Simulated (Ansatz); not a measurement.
## Pd: pressure and energy change per atom against volume scale

Results calculated with Ansatz 0.2.0, not measured. Plane-wave DFT, scalar-relativistic PAW made under PBE with cores redone for the functional, no dispersion; the given relaxed cell is scaled uniformly, energy at zero smearing counts from the unscaled cell, pressure at the given Fermi-Dirac smearing is positive in compression.

The cell before it is scaled or strained (space group P6_3/mmc, No. 194):
```
Pd
1.0
      2.7938     0.0000     0.0000
     -1.3969     2.4195     0.0000
      0.0000     0.0000     4.6606
Pd
2
Direct
  0.33333 0.66667 0.25000
  0.66667 0.33333 0.75000
```

Settings of every row: spin polarised yes; functional revPBE; wave cutoff 420 eV; smearing width 0.05 eV; k mesh 15x15x8.

Atom:
| element | starting moment (Bohr magneton) |
| --- | --- |
| Pd | 0.36 |
| Pd | 0.36 |

Limits: search for a lower magnetic state is off; the cell comes from a prototype or a list of computed structures and needn't be the stable phase.

| row | volume scale | V (Å³/atom) | pressure (GPa) | energy change per atom (meV) | largest site moment (Bohr magneton) |
| --- | --- | --- | --- | --- | --- |
| 1 | 0.88 | 13.862 | 26.96 | 139.14 | 0.17 |
| 2 | 0.92 | 14.492 | 15.56 | 56.08 | 0.28 |
| 3 | 0.96 | 15.122 | ? | ? | ? |
| 4 | 1.04 | 16.382 | -5.35 | 11.14 | 0.39 |
| 5 | 1.08 | 17.012 | -9.36 | 40.53 | 0.4 |
| 6 | 1.12 | 17.642 | -12.41 | 83.82 | 0.4 |

Question: what pressure and energy change per atom should row 3 give?

Worked fit of pressure. Take u = (V_r/V)^(2/3) − 1 with V_r = 16.382 Å³ an atom, which is twice the finite (Eulerian) strain; such expansions in the strain, on which the Birch-Murnaghan equation of state is built, carry the rest volume and the bulk modulus. The shown rows have u = 0.11779, 0.08516, 0, -0.02484, -0.0482. Least squares give pressure = −5.428 + 181.056 × u + 790.32 × u² GPa; a straight line predicts inner rows, each left out in turn, worse (root mean square 2.3 against 0.22 GPa). The rows lie off it by 0.10, -0.16, 0.08, 0.08, -0.09 (root mean square 0.11 GPa). The withheld row has u = 0.0548, so the fit gives −5.428 + 181.056 × (0.0548) + 790.32 × (0.0548)² = 6.87 GPa.

The calculation gave 6.73 GPa. The fit lies 0.14 GPa (2.1 % of the value, 0.36 % of the column's range) above it; its largest miss of a shown row is 0.16 GPa.

Worked fit of energy change per atom. Take u = (V_r/V)^(2/3) − 1 with V_r = 16.382 Å³ an atom, which is twice the finite (Eulerian) strain; such expansions in the strain, on which the Birch-Murnaghan equation of state is built, carry the rest volume and the bulk modulus. The shown rows have u = 0.11779, 0.08516, 0, -0.02484, -0.0482. Least squares give energy change per atom = 10.083 − 788.594 × u + 15903.17 × u² meV; a straight line predicts inner rows, each left out in turn, worse (root mean square 45 against 3 meV). The rows lie off it by 1.30, -2.18, 1.06, 1.05, -1.22 (root mean square 1.4 meV). The withheld row has u = 0.0548, so the fit gives 10.083 − 788.594 × (0.0548) + 15903.17 × (0.0548)² = 14.63 meV.

The calculation gave 12.64 meV. The fit lies 1.99 meV (16 % of the value, 1.6 % of the column's range) above it; its largest miss of a shown row is 2.18 meV.

The other values of row 3: largest site moment 0.34 Bohr magneton.
